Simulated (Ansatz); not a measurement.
The system is ZrSe2.

```
Zr Se
1.0
     3.79800    0.00000    0.00000
    -1.89900    3.28916    0.00000
     0.00000    0.00000    6.19200
Zr Se
1 2
Direct
  0.00000 0.00000 0.00000
  0.66667 0.33333 0.75000
  0.33333 0.66667 0.25000
```

Base run:

```yaml
Program: Ansatz 0.2.0
Functional: LDA
Potentials_or_basis: all-electron LAPW, scalar-relativistic
Cutoff: 215 eV (chosen from the basis error)
Basis_error_allowed: 0.002 eV/atom
k_mesh: 8 × 8 × 5
Occupations: fermi-dirac, width 0.05 eV
Spin: no spin polarisation
```

Its results: band gap on the k mesh 0.33 eV, indirect (least direct gap 0.98 eV); pressure -3.1 GPa; largest force 0.081 eV/Å.

Task: The run is repeated on the same cell with these changes: functional from LDA to PBE. What comes out?

Result: Band gap on the k mesh 0.41 eV, indirect (least direct gap 1.06 eV); pressure 1.9 GPa; largest force 0.284 eV/Å.

PBE binds less tightly than LDA, so the same cell stands under more pressure.

Caveats: this functional lacks dispersion, which binds the layers, so the pressure and a relaxed spacing across them are unreliable (some runs).

A k mesh can miss the band edges.
